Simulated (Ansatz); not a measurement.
`F[SiH](F)C(F)(F)F` + `N[SiH2]F` → `F[SiH2]N[SiH](F)F` + trifluoromethane at 500 K and 1 bar (ligand exchange at the Si–C bond).

Program: Ansatz. Geometries: PBE0-D4/def2-TZVP. ΔE: electronic, gas phase. CBS: MP2 limit from def2 TZ/QZ plus the TZ coupled-cluster correction, frozen cores. This one scheme is used for every species. One conformer a species, not always the lowest.

```
            species  CCSD(T)/CBS energy (Eh)  H − E (kJ/mol)  S (J/(mol·K))
`F[SiH](F)C(F)(F)F`               -826.82390           124.1          429.2
         `N[SiH2]F`               -446.07709           152.9          325.1
`F[SiH2]N[SiH](F)F`               -934.91965           189.3          453.0
           `FC(F)F`               -338.02896            90.5          290.1
```

H − E and S are ideal-gas, rigid-rotor, harmonic terms from PBE0-D4/def2-TZVP, for one conformer and one mirror image of each species. 1 Eh = 2625.50 kJ/mol, R = 8.31446 J/(mol·K).

Question: By hand: ΔE, ΔH, ΔS and ΔG.

Answer: ΔE = (-934.91965) + (-338.02896) − (-826.82390) − (-446.07709) = -0.04762 Eh = -125.0 kJ/mol. Δ(H − E) = 189.3 + 90.5 − 124.1 − 152.9 = 2.8, so ΔH = -122.2 kJ/mol. ΔS = 453.0 + 290.1 − 429.2 − 325.1 = -11.2 J/(mol·K). ΔG = -122.2 − 500 × (-11.2)/1000 = -116.6 kJ/mol.

Question: By hand: the equilibrium constant, and the temperature at which ΔG would vanish if ΔH and ΔS stayed fixed.

Answer: log₁₀ K = −ΔG/(RT ln 10) = 12.2. ΔG = 0 at ΔH/ΔS = 10911 K, far beyond where these terms or the molecules hold.

The number of gas molecules stays the same, so ΔS is small and ΔH decides. A doubt of 5 kJ/mol in ΔE shifts log₁₀ K by 0.5 here. Other conformers and mirror images would add mixing entropy, several J/(mol·K) or more a flexible species. Modes under 60 cm⁻¹, often nearly free rotors, make the harmonic entropy too high. These are equilibria of isolated gas molecules and say nothing of rates. Largest T1 diagnostic: 0.013 (customary marks: 0.02 for closed shells, 0.045 for open ones).
